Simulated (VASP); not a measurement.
GaP: relaxation of cell and atoms with PBE

The system is GaP.

```
Ga P
1.0
     0.00000    2.75287    2.75287
     2.75287    0.00000    2.75287
     2.75287    2.75287    0.00000
Ga P
1 1
Direct
  0.00000 0.00000 0.00000
  0.25000 0.25000 0.25000
```

* Program: VASP 6.6.1
* Task: relaxation of cell and atoms
* Functional: PBE
* Potentials or basis: VASP PAW PBE potentials, release 64 (Ga_d, P)
* Cutoff: 600 eV
* k mesh: 10 × 10 × 10
* Occupations: gaussian, width 0.03 eV
* Spin: no spin polarisation
* Further INCAR settings: ALGO = Normal; EDIFF = 1e-07; IBRION = 2; EDIFFG = -0.005; NSW = 90; ISIF = 3

The pressure after relaxing is 0.0 GPa. The band gap on the k mesh is 1.58 eV, direct.

Final structure:
```
Ga P
1.0
     0.00000    2.75287    2.75287
     2.75287    0.00000    2.75287
     2.75287    2.75287    0.00000
Ga P
1 1
Direct
  0.00000 0.00000 0.00000
  0.25000 0.25000 0.25000
```

Levels at points of the mesh, in eV from the valence-band top:
| k point | band 5 | band 6 | band 7 | band 8 | band 9 | band 10 | band 11 | band 12 | band 13 |
| --- | --- | --- | --- | --- | --- | --- | --- | --- | --- |
| (0.00, 0.00, 0.00) | -14.41 | -12.27 | 0.00 | 0.00 | 0.00 | 1.58 | 3.90 | 3.90 | 3.90 |
| (0.50, 0.00, 0.00) | -14.41 | -10.30 | -6.46 | -1.07 | -1.07 | 1.58 | 4.73 | 4.73 | 8.23 |
| (0.50, 0.50, 0.00) | -14.39 | -9.44 | -6.61 | -2.58 | -2.58 | 1.72 | 1.85 | 10.37 | 10.37 |

Run time: 16 s on 1 thread of Intel(R) Xeon(R) 6975P-C (Granite Rapids) (shared host), peak memory 0.18 GiB.

Caveat: the relaxation stopped at its first step, so nothing moved. Expect the measured gap to be larger: semilocal functionals such as PBE lack the derivative discontinuity.
